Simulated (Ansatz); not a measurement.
One crystal and one scan (scan of one atom of the cell) at two levels, PBE (plane waves to 420 eV, PAW, scalar-relativistic; Ansatz, a quantum-chemistry and plane-wave program) and r2SCAN (plane waves to 500 eV, PAW, scalar-relativistic; Ansatz), each from its own relaxed cell and on its own mesh. The cell shown is that of PBE.

Starting cell, BaSnO₃ (cubic perovskite):

```
CELL_PARAMETERS angstrom
      4.17621     0.00000     0.00000
      0.00000     4.17621     0.00000
      0.00000     0.00000     4.17621
ATOMIC_POSITIONS crystal
  Ba 0.00000 0.00000 0.00000
  Sn 0.50000 0.50000 0.50000
  O  0.00000 0.50000 0.50000
  O  0.50000 0.50000 0.00000
  O  0.50000 0.00000 0.50000
```

Scan: atom 5 (O, nearest neighbour Sn at 2.088 Å; its periodic images, 4.2 Å or more away, move with it) is displaced along Cartesian [110], direction (0.707, 0.707, 0.000) in Cartesian axes, by s. The other atoms stay.

The energy includes the smearing's −TS. BaSnO3 was relaxed with its symmetry unable to fall. The PAW data are Ansatz's earlier set. Both scans cover s from -0.210 to 0.210 Å.

ΔE (meV/cell), each from the undisplaced structure of its own level:

```csv
s (Å),PBE,r2SCAN
-0.210,223.8,265.1
-0.168,141.8,168.2
-0.126,79.1,93.9
-0.084,34.9,41.5
-0.042,8.7,withheld
0.000,0.0,0.0
0.042,8.7,withheld
0.084,34.9,41.5
0.126,79.1,93.9
0.168,141.8,168.2
0.210,223.8,265.1
```

**Question.** Estimate the r2SCAN value at -0.042 from the PBE value there and the ratio of the two levels in the two nearest given rows on that side of the minimum.

**Answer.** At -0.084 and -0.126 the ratio r2SCAN/PBE averages 1.188, which gives 1.188 × 8.7 = 10.3 meV/cell. The calculation gives 10.3 meV/cell, +18.4 % against PBE.

(A displaced cell: forces are minus the slopes of the energy, force constants its curvatures, and phonons follow from these.)
